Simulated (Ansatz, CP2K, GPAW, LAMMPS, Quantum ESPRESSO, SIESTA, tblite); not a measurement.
# Free surface of aqueous Ca2+ and SO4 2-, 6.5 mol of salt per kg of water at 360 K (189 atoms) in other programs, against a plane-wave reference

How near do other programs and methods come to a plane-wave reference for free surface of aqueous Ca2+ and SO4 2-, 6.5 mol of salt per kg of water at 360 K (189 atoms)? A plane-wave run serves as the reference.

Main program and level: Ansatz 0.2.0; Kohn-Sham DFT, PBE, PAW, plane waves.

**1. The structure**

The cell holds 189 atoms: 75 O, 6 S, 102 H and 6 Ca. Cell: a = 10.669 Å, b = 10.669 Å, c = 25.709 Å, α = 90.0°, β = 90.0°, γ = 90.0°. 51 H2O, 6 Ca2+, 6 SO4 2- placed at random, at 1.85 g/cm³, as a film with 12 Å of vacuum; overlaps pushed apart, then 10 ps at 400 K with divalent ions of Li, Roberts, Chakravorty and Merz (J. Chem. Theory Comput. 9, 2733 (2013)); MMFF94 bonds, angles, torsions, charges and radii (Halgren, J. Comput. Chem. 17, 490 (1996)) in harmonic and 12-6 forms; SPC/E water (Berendsen, Grigera and Straatsma, J. Phys. Chem. 91, 6269 (1987)); charges of ions scaled by 0.85. Snapshot after 20 ps at 360 K and fixed volume. Vacuum lies along c.

**2. Plane-wave reference**

The PAW files are the set soft_2.

input.yaml reads:

```yaml
crystal:
  lattice:
    - [10.6686, 0.0, 0.0]
    - [0.0, 10.6686, 0.0]
    - [0.0, 0.0, 25.7091]
  atoms:
    - { symbol: O, position: [0.79906, 0.98003, 0.43675] }
    - { symbol: S, position: [0.81117, 0.91651, 0.48782] }
    - { symbol: O, position: [0.77516, 0.99744, 0.52861] }
    - { symbol: O, position: [0.73518, 0.80646, 0.49216] }
    [... 179 atom lines left out ...]
    - { symbol: Ca, position: [0.98506, 0.74834, 0.6595] }
    - { symbol: Ca, position: [0.13892, 0.39282, 0.27695] }
    - { symbol: Ca, position: [0.67196, 0.14458, 0.28062] }
    - { symbol: Ca, position: [0.48582, 0.5902, 0.39823] }
    - { symbol: Ca, position: [0.15832, 0.13058, 0.3963] }
    - { symbol: Ca, position: [0.68676, 0.20125, 0.55172] }
kpoints:
  mp_grid: { grid: [1, 1, 1] }
hamiltonian:
  xc: pbe
scf:
  occupations: { method: fermi_dirac, width: 0.05 }
output:
  forces: true
  eigenvalues: true
  populations: true
```

On the command line:

```sh
> ansatz run input.yaml --threads 4 --pin off --max-ram 15872MiB --backend cpu --events-out ev --progress --plain --runs-dir out
```

Numbers of over 12 decimals in the logs are rounded to 6 here.

Log:

```text
[...]
Pseudopotentials: kind: paw
Pseudopotential: O, paw, valence charge 6, recommended cutoff 420 eV (normal), O.paw.azcp
Pseudopotential: S, paw, valence charge 6, recommended cutoff 420 eV (normal), S.paw.azcp
Pseudopotential: H, paw, valence charge 1, recommended cutoff 420 eV (normal), H.paw.azcp
Pseudopotential: Ca, paw, valence charge 10, recommended cutoff 420 eV (normal), Ca.paw.azcp
[...]
Crystal: 189 atoms, lattice volume = 2926.185 Å³
Basis set: ecut = 420 eV, 57201 PW (Γ), exchange–correlation on 144×144×360 points (8 copies of the dense FFT grid, shifted against one another)
Bands: 513, of which v1, the nominal top of the filled ones, is band 324 counted from 1 (323 counted from 0)
Symmetry: 1 space group operations
Space group: P1 (ITA 1), of the structure as read, at distance tolerance 1.4e-4 Å
k-points: 1
[...]
Initial density: superposition of atomic densities (neutral atoms: chi_scale 0, normalization atom), corrected by the library's trained network
Initial wavefunctions: pseudopotential atomic-orbital guess
[...]
SCF iter   1: F=—  HF=-60521.740805 eV  |F-HF|=—  |Δ(HF+E_count)|=         —  Δρ=2.62e-3  dr2=3.66e-1  ethr=1.77e-3  ⟨swp⟩=8.0  Hψ=2778  notcnv=0  defer=164
preconditioner: auto → Resta (q_TF=auto, 2.122 Å⁻¹)  ε∞=2.0  [insulator: Δε(μ)=4.083 eV  Ē_g=16.825 eV  σ=0.050 eV  W_gap=1.00  n_scr=460 (ndim 8)  ℏωp=17.1 eV  f_vac=0.449  D(μ)=0.00/eV (n_scr^D=0)  ε∞_Penn≈2.0  vacuum switching on, ρ_ref=2.1e-2 e/Å³]
[...]
SCF iter   8: F=—  HF=-60521.534819 eV  |F-HF|=—  |Δ(HF+E_count)|=   1.20e-6  Δρ=3.18e-6  dr2=2.01e-7  ethr=1.67e-10  ⟨swp⟩=3.0  Hψ=646  notcnv=0  defer=182
SCF iter   9: F=-60521.534819 eV  HF=-60521.534819 eV  |F-HF|=6.96e-9  |Δ(HF+E_count)|=   3.32e-8  Δρ=9.06e-7  dr2=1.32e-8  ethr=1.54e-11  ⟨swp⟩=18.0  Hψ=3687  notcnv=0
SCF 1 converged in 9 iterations: F = -60521.534819 eV  dr2 = 1.32e-8
[...]
SCF converged after 9 iterations
Free energy (F): -60521.534819 eV
Harris-Foulkes:  -60521.534819 eV  (|F-HF|=6.96e-9)
Internal energy: -60521.534819 eV  (E = F + TS)
E sigma→0 (E₀):  -60521.534819 eV
Fermi energy:    0.048590 eV
--- Per-component energies (eV) ---
[...]
Σ components = -60521.534819   (vs F -60521.534819, Δ=0.00e0)
--- Forces (eV/Å), atoms counted from 1 ---
  atom   1  O      0.21264953    -0.20941722    -0.18524954
  atom   2  S      1.28287881     0.04442093    -1.93054769
  atom   3  O     -1.11953559     3.52861858     3.13339418
  atom   4  O     -3.00294339    -3.45031184     0.27312225
[...]
atom 189  Ca     0.41646521     0.26886100    -0.12729619
  max |Σ_I F_I| component: 3.16e-5 eV/Å
--- Band table (eV) ---
  k-point 0: bands = ["-40.8942", "-40.8690", "-40.7952", "-40.7175", [... 497 levels ...], "8.9618", "8.9906", "9.0242", "9.0559", "9.0835", "9.1055", "9.1455", "9.1626", "9.2093", "9.2117", "9.2295", "9.2516"]
--- Löwdin populations: 189 sites ---
  site symbol       q [e]
     0      O      6.7431
     1      S      3.4153
     2      O      6.8265
[...]
188     Ca      8.2698
  spilling = 0.013802 (of n_electrons = 648.000000)
```

Wall time 74 s (4 threads of Arm Neoverse V1, shared host); peak memory 3.9 GiB; 4.7 min of CPU time.

The run gave:

```
free energy                                      : -60521.5348 eV
free energy per atom                             : -320.2198 eV/atom
SCF cycles                                       : 9
r.m.s. force component                           : 0.9682 eV/Å
longest force                                    : 6.991 eV/Å
Fermi energy                                     : 0.04859 eV
gap (highest filled to lowest empty level) : 4.012 eV
spilling of the projection                       : 0.0138
```

Neighbours are counted within 1.21 Å (H-O), 3.18 Å (O-Ca), 1.88 Å (O-S).

Length of the force by element and coordination:

```csv
element,coordination,atoms,mean length of the force (eV/Å),spread,least,most
Ca,all,6,0.684,0.145,0.512,0.962
Ca,7,2,0.604,0.0475,0.557,0.652
Ca,8,3,0.645,0.0947,0.512,0.725
Ca,9,1,0.962,0,0.962,0.962
H,all,102,1.00,0.325,0.339,1.56
O,all,75,1.60,1.56,0.0841,6.99
O,1,11,2.99,1.62,0.351,5.64
O,2,30,1.80,1.55,0.221,5.57
O,3,34,0.961,1.16,0.0841,6.99
S,all,6,2.36,1.08,0.606,3.88
```

Löwdin charges by element and coordination (they lack the spilled electrons, 0.047 e an atom on average):

```csv
element,coordination,atoms,mean charge (e),spread,least,most
Ca,all,6,1.73,0.0029,1.73,1.74
Ca,7,2,1.74,0.0016,1.73,1.74
Ca,8,3,1.73,0.0016,1.73,1.73
Ca,9,1,1.74,0,1.74,1.74
H,all,102,0.388,0.0144,0.350,0.432
O,all,75,-0.753,0.0574,-0.913,-0.650
O,1,11,-0.762,0.0179,-0.790,-0.735
O,2,30,-0.748,0.078,-0.889,-0.650
O,3,34,-0.756,0.0416,-0.913,-0.697
S,all,6,2.59,0.0186,2.55,2.61
```

The levels nearest the highest filled one (over half full), pooled over k-points and spins:

```csv
level less the highest filled one (eV),occupation
-0.426,2
-0.398,2
-0.286,2
-0.232,2
-0.207,2
0,2
4.01,0
4.11,0
4.67,0
5.00,0
5.15,0
5.22,0
```

**3. Local order**

Normalised to the volume that the atoms fill. Pair distribution functions g(r), in bins of 0.2 Å:

```csv
r (Å),total,H-H,H-O,H-Ca,H-S,O-O,O-Ca
0.90,2.98,0.00,6.95,0.00,0.00,0.00,0.00
1.10,2.22,0.00,5.20,0.00,0.00,0.00,0.00
1.30,0.03,0.00,0.00,0.00,0.00,0.00,0.00
1.50,0.91,0.00,0.80,0.00,0.00,0.00,0.00
1.70,1.43,3.42,1.02,0.00,0.00,0.00,0.00
1.90,0.49,0.52,0.79,0.00,0.00,0.00,0.00
2.10,0.50,1.02,0.43,0.00,0.00,0.14,0.00
2.30,0.73,1.12,0.28,0.00,0.00,1.59,1.47
2.50,0.94,1.01,0.32,0.00,2.17,1.39,8.71
2.70,1.04,1.02,0.72,0.59,2.88,1.49,3.06
2.90,1.24,1.02,1.23,1.40,2.49,1.68,0.99
3.10,1.42,0.99,1.57,4.26,1.08,1.60,0.21
3.30,1.21,0.96,1.44,2.77,0.41,1.04,0.19
3.50,1.33,1.24,1.46,1.33,0.48,1.31,0.00
3.70,1.20,1.19,1.33,0.76,1.08,0.94,0.29
3.90,1.15,1.06,1.25,0.58,1.53,0.93,1.05
4.10,1.07,1.05,1.05,0.61,1.94,1.14,1.08
4.30,1.04,1.16,0.90,0.88,1.61,1.01,1.94
4.50,0.93,0.99,0.79,0.81,0.88,1.05,2.37
4.70,0.97,0.90,0.97,1.13,0.94,1.11,0.83
4.90,1.02,0.94,0.92,1.36,0.85,1.35,1.26
5.10,0.99,0.89,1.06,1.44,0.86,0.92,1.01
5.30,0.99,0.88,1.08,1.26,1.31,0.82,1.29
5.50,0.97,0.93,0.96,1.07,1.02,0.98,0.93
5.70,0.98,0.93,0.99,1.14,0.91,1.00,1.11
5.90,0.90,0.90,0.94,0.72,0.85,0.83,0.58
6.10,1.08,1.08,1.05,1.35,0.99,1.16,1.02
6.30,1.02,1.03,1.00,0.94,0.93,1.17,0.96
```

Bonds by pair of elements; cutoffs follow the first minimum of g(r), held within bounds set by covalent radii, and pairs that aren't listed don't count as bonded:

```csv
pair A-B,cutoff (Å),bonds,mean length (Å),spread (Å),shortest (Å),B about A,A about B
H-O,1.21,102,1,0,1,1,1.36
O-Ca,3.18,47,2.57,0.163,2.27,0.627,7.83
O-S,1.88,24,1.44,0.023,1.40,0.32,4
```

How many atoms have how many bonded neighbours:

```csv
element,mean,1,2,3,4,7,8,9
Ca,7.83,0,0,0,0,2,3,1
H,1,102,0,0,0,0,0,0
O,2.31,11,30,34,0,0,0,0
S,4,0,0,0,6,0,0,0
```

Hydrogen bonds between water molecules (O–O under 3.5 Å, H–O···O angle under 30°):

```csv
hydrogen bonds to other water,molecules
0,7
1,18
2,16
3,6
4,4
```

First shells of the ions:

```csv
ion,count,shell,mean number
Ca,6,water O within 3.2 A,5.33
```

**4. The other programs**

The programs:
- CP2K 2026.2: Gaussian basis with GTH pseudopotentials and a plane-wave density; labels give functional, basis (MOLOPT sets; SR short-range, UZH the newer set with its own potentials), grid cutoff/relative cutoff and solver (OT: orbital transformation; TRS4, TC2, SIGN: linear-scaling purification with its sparsity filter), or its built-in tight binding.
- GPAW 26.7.0: PAW with atomic orbitals (LCAO), plane waves or a real-space grid of spacing h.
- Quantum ESPRESSO 7.5: plane waves; labels (QE) give functional, pseudopotential set and cutoffs of waves/density.
- SIESTA 5.4.2: numerical atomic orbitals, whose automatically made sets are far from complete, with PseudoDojo norm-conserving potentials that we converted to its format (checked against plane waves on the same files for H, C, O, Si, Ge and Ca alone); labels give functional, basis size, energy shift and mesh cutoff.
- tblite 0.8.0: extended tight binding, driven from Python.

All use the same cell and atoms; the electronic-structure runs use the same k-mesh, and an electronic temperature of 580 K (0.05 eV) where levels are smeared.

Differences are against the plane-wave reference, forces as r.m.s. over components; share is that over the reference's r.m.s. force, slope the least-squares factor from reference forces to these. Total energies of different programs have different zeros and aren't compared.

```csv
run,"Δ force, r.m.s. (meV/Å)",share (%),slope,Δ gap (eV),cores,CPU time,memory (GiB)
reference,-,-,-,-,4,4.7 min,3.9
"CP2K PBE, DZVP-MOLOPT-SR, 600/50 Ry, OT DIIS",114,11.8,1.073,1.01,4,23 min,5.0
"CP2K PBE, SZV-MOLOPT-SR, 600/50 Ry, OT DIIS (coarse)",3145,325,2.443,0.459,2,11 min,3.5
"CP2K PBE, SZV-MOLOPT-SR, 600/50 Ry, TC2 filter 1e-05, SCF 1e-06 (coarse)",3148,325,2.446,-,2,5.8 min,3.4
"CP2K PBE, SZV-MOLOPT-SR, 600/50 Ry, TC2 filter 1e-06, SCF 1e-06 (coarse)",3148,325,2.446,-,2,6.8 min,3.4
"CP2K PBE, SZV-MOLOPT-SR, 600/50 Ry, TC2 filter 1e-07, SCF 1e-07 (coarse)",3146,325,2.443,-,2,9.7 min,3.4
"CP2K PBE, TZVP-UZH, 600/50 Ry, OT DIIS",146,15.1,1.048,0.345,2,25 min,3.7
"GPAW PBE, LCAO dzp, h 0.18 Å",549,56.7,1.176,0.245,4,7.1 min,4.5
"GPAW PBE, LCAO sz(dzp), h 0.18 Å (coarse)",3815,394,2.232,0.0781,1,73 s,1.9
"GPAW RPBE, LCAO dzp, h 0.18 Å",549,56.7,1.228,0.282,4,7.2 min,4.5
"QE PBE, sssp-1.3.0-efficiency, 60/480 Ry",19.9,2.06,1.008,-0.0078,4,1.6 h,11
"SIESTA PBE, DZ, shift 0.01 Ry, mesh 500 Ry (coarse)",2197,227,2.238,0.0321,2,2.9 min,1.8
"SIESTA PBE, DZP, shift 0.01 Ry, mesh 100 Ry (coarse)",279,28.8,1.073,0.425,2,76 s,0.76
"SIESTA PBE, DZP, shift 0.01 Ry, mesh 500 Ry",273,28.2,1.070,0.424,4,5.9 min,3.2
"SIESTA PBE, SZ, shift 0.02 Ry, mesh 500 Ry (coarse)",3815,394,2.292,-0.504,1,2 min,1.2
"SIESTA vdW-DF, PBE potentials, DZP, shift 0.01 Ry, mesh 500 Ry",272,28.1,1.126,0.451,4,30 min,5.6
tblite GFN1-xTB,329,33.9,0.978,-,1,6.8 s,0.22
```

Rows marked coarse were listed beforehand as settings not expected to be converged; some can still land near the reference.

CPU time is summed over cores on a shared host, where runs went side by side, so it is rough. Symmetry, cutoffs, thresholds, outputs and thread counts weren't matched or tuned between programs; memory under MPI is the largest rank's times the ranks.

Runs without a result: CP2K GFN1-xTB, OT DIIS (not converged).

Mean charges by element (e), by run and scheme:

```csv
run,scheme,O,S,H,Ca
reference,Löwdin,-0.75,+2.59,+0.39,+1.73
"CP2K PBE, DZVP-MOLOPT-SR, 600/50 Ry, OT DIIS",Mulliken,-0.36,+0.80,+0.15,+1.26
"CP2K PBE, DZVP-MOLOPT-SR, 600/50 Ry, OT DIIS",Hirshfeld,-0.24,+0.49,+0.12,+0.47
"CP2K PBE, TZVP-UZH, 600/50 Ry, OT DIIS",Mulliken,-0.71,+1.63,+0.34,+1.44
"CP2K PBE, TZVP-UZH, 600/50 Ry, OT DIIS",Hirshfeld,-0.24,+0.49,+0.12,+0.46
"SIESTA PBE, DZP, shift 0.01 Ry, mesh 500 Ry",Hirshfeld,-0.20,+0.45,+0.09,+0.49
"SIESTA vdW-DF, PBE potentials, DZP, shift 0.01 Ry, mesh 500 Ry",Hirshfeld,-0.20,+0.46,+0.09,+0.50
tblite GFN1-xTB,Mulliken,-0.59,+0.66,+0.35,+0.70
```

The reference's Löwdin charges lack the electrons that the projection spills, 0.047 e an atom on average.

Within one program, basis, potentials and functional, energies share a zero. Each run against its twin at the usual cutoff or grid and solver:

```csv
run,twin,Δ energy (meV/atom),"Δ force, r.m.s. (meV/Å)",CPU time over the twin's
"CP2K PBE, SZV-MOLOPT-SR, 600/50 Ry, TC2 filter 1e-05, SCF 1e-06","SZV-MOLOPT-SR, 600/50 Ry, OT DIIS",0.004,4.76,0.53
"CP2K PBE, SZV-MOLOPT-SR, 600/50 Ry, TC2 filter 1e-06, SCF 1e-06","SZV-MOLOPT-SR, 600/50 Ry, OT DIIS",0.013,4.71,0.62
"CP2K PBE, SZV-MOLOPT-SR, 600/50 Ry, TC2 filter 1e-07, SCF 1e-07","SZV-MOLOPT-SR, 600/50 Ry, OT DIIS",-0.0027,1.03,0.88
"SIESTA PBE, DZP, shift 0.01 Ry, mesh 100 Ry","DZP, shift 0.01 Ry, mesh 500 Ry",2.95,38.7,0.21 (this twin ran on 4 cores)
```

**5. Outcome**

```
reference r.m.s. force component                       : 0.968 eV/Å
nearest in forces                                      : QE PBE, sssp-1.3.0-efficiency, 60/480 Ry, 2.1 %
farthest in forces                                     : a tie at 394 % of 2 runs: GPAW PBE, LCAO sz(dzp), h 0.18 Å (coarse); SIESTA PBE, SZ, shift 0.02 Ry, mesh 500 Ry (coarse)
cheapest electronic-structure run beside the reference : tblite GFN1-xTB, 6.8 s of CPU time
```

What this shows: PBE on plane waves or a grid with other potentials, cutoffs or grids, coarse settings apart, differs from the reference by 2.1 % (QE PBE, sssp-1.3.0-efficiency, 60/480 Ry) of the r.m.s. force; this holds the reference's own error, so differences of a few per cent don't tell which side is nearer the exact PBE result (QE's 60 Ry are 816 eV, against the reference's 420 eV). The PBE runs in local orbitals, coarse settings apart, differ by 12 % (CP2K PBE, DZVP-MOLOPT-SR, 600/50 Ry, OT DIIS) to 57 % (GPAW PBE, LCAO dzp, h 0.18 Å); basis, grid and potentials can all enter. Tight binding differs by 34 % (tblite GFN1-xTB); it is another model, with fitted parameters of its own, and the xTB methods hold dispersion. Rows with another functional or a dispersion term differ by 28 % (SIESTA vdW-DF, PBE potentials, DZP, shift 0.01 Ry, mesh 500 Ry) to 57 % (GPAW RPBE, LCAO dzp, h 0.18 Å), which mixes the change of model with differences of basis and potentials, some of them made for another functional. Runs with settings chosen to be coarse differ by 29 % (SIESTA PBE, DZP, shift 0.01 Ry, mesh 100 Ry) to 394 % (SIESTA PBE, SZ, shift 0.02 Ry, mesh 500 Ry), their programs' other errors included. Of the electronic-structure runs that take under half the reference's CPU time, SIESTA PBE, DZP, shift 0.01 Ry, mesh 100 Ry comes nearest, at 29 % in 76 s against 4.7 min. At the same functional, gaps differ from the reference's 4.01 eV by between -0.50 and +1.01 eV. A likely cause of the wide gaps: compact atomic orbitals describe empty levels worse than filled ones. Charges hang on model, scheme and program or settings: among these rows the mean for S runs from +0.45 to +2.59 e. With TC2, tightening the sparsity filter from 1e-05 to 1e-07, and the SCF threshold with it, takes the force difference from the cubic solver from 4.8 to 1.0 meV/Å, and the CPU time from 0.53 to 0.88 times the cubic solver's. In the reference: filled and empty levels are parted by 4.01 eV (at Γ alone); a semilocal functional tends to put such gaps too low. In the reference: mean Löwdin charges: Ca +1.73, H +0.39, O -0.75, S +2.59 e (they miss 1.4 % of the electrons, so they add up to more than the cell's charge). Periodic xTB results under one method name differ between programs and library versions. With short bonds to hydrogen, sets of potentials differ among themselves by several per cent in forces even at converged cutoffs, so the reference isn't exact here either. The network of contacts between molecules at the start is that of the classical potential that made the cell, and needn't be the one that DFT or experiment would give. The concentration wasn't checked against solubility and may exceed it. The reference's PBE has no dispersion term, which matters for the binding between molecules or layers. The electronic-structure runs sample only Γ, in a cell whose shortest periodic width is 11 Å.

[Also dropped from logs without a mark: logging warnings of Python, and SIESTA's first energy breakdown and zero terms.]

[Logs are printed without paths, hosts, clocks, repeated set-up lines and the standing remarks that a program may print on its own settings, such as how far it seeks lower states.]

[Hosts, paths, dates, database ids (printed as entryN), source tags and the programs' standing remarks are cut or masked in the printed files.]

[The MMFF94 radii named for the starting cell were scaled by 0.96; in molecules described by MMFF94, hydrogen bound to N, O or S took a small fixed 12-6 site in their place.]
